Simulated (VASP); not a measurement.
**NaCl in VASP 6.6.1, single-point calculation**

INCAR

```
ENCUT = 520
IBRION = -1
NSW = 0
ISMEAR = 0
ISIF = 2
ALGO = Normal
METAGGA = R2SCAN
LASPH = .TRUE.
SIGMA = 0.01
EDIFF = 1E-5
NBANDS = 14
NELM = 57
LREAL = .FALSE.
LCHARG = .FALSE.
LWAVE = .FALSE.
PREC = Accurate
```

KPOINTS

```
KPOINTS created by Atomic Simulation Environment
0
Monkhorst-Pack
8 8 8
0 0 0
```

POSCAR

```
Na Cl
 1.0000000000000000
    -0.0000000000000000    2.8026988391075913    2.8026988391075913
     2.8026988391075913   -0.0000000000000000    2.8026988391075913
     2.8026988391075913    2.8026988391075913   -0.0000000000000000
 Na  Cl
   1   1
Cartesian
 -0.0000000000000000 -0.0000000000000000 -0.0000000000000000
  2.8026988391075909  2.8026988391075909  2.8026988391075909
```

The recommended PBE PAW datasets give the neutral cell 14 valence electrons.

Command

```
mpirun -np 1 vasp_std
```

Predict the outcome of this run.

It converged. Results: gap between bands v and c on the k mesh 6.14 eV; least direct gap on the k mesh 6.14 eV; pressure -0.1 GPa. Band v is the last that the valence electrons fill when counted band by band, and c is the next.

OSZICAR

```
N       E                     dE             d eps       ncg     rms          rms(c)
DAV:   1     0.966041779539E+02    0.96604E+02   -0.72040E+03  1704   0.103E+03
DAV:   2    -0.741390011632E+01   -0.10402E+03   -0.95620E+02  1808   0.288E+02
DAV:   3    -0.158227946952E+02   -0.84089E+01   -0.83594E+01  2238   0.751E+01
DAV:   4    -0.159590442592E+02   -0.13625E+00   -0.13620E+00  1962   0.103E+01
DAV:   5    -0.159621382854E+02   -0.30940E-02   -0.30938E-02  2278   0.155E+00    0.227E+00
DAV:   6    -0.137995138452E+02    0.21626E+01   -0.53949E-01  1734   0.741E+00    0.234E+00
DAV:   7    -0.137830138053E+02    0.16500E-01   -0.15234E-01  2208   0.278E+00    0.123E+00
DAV:   8    -0.137882653627E+02   -0.52516E-02   -0.63472E-03  2022   0.595E-01    0.472E-01
DAV:   9    -0.137900466846E+02   -0.17813E-02   -0.40291E-03  1722   0.569E-01    0.131E-01
DAV:  10    -0.137900849267E+02   -0.38242E-04   -0.94027E-05  2352   0.785E-02    0.291E-02
DAV:  11    -0.137901062014E+02   -0.21275E-04   -0.64225E-05  1938   0.684E-02    0.493E-02
DAV:  12    -0.137901091205E+02   -0.29191E-05   -0.42584E-06  1608   0.157E-02
   1 F= -.13790109E+02 E0= -.13790109E+02  d E =-.882752E-16
```

Standard output (part)

```
POSCAR found type information on POSCAR NaCl
 POSCAR found :  2 types and       2 ions
 LDA part: xc-table for (None), standard interpolation
 POSCAR, INCAR and KPOINTS ok, starting setup
 WAVECAR not read
 entering main loop
```

The shifted mesh misses Γ, so a band edge there is missed.

For comparison, a separate r²SCAN run of the intended cell, on usual settings and not on those above, gives a gap of 6.00 eV on its mesh and a pressure of -0.1 GPa.
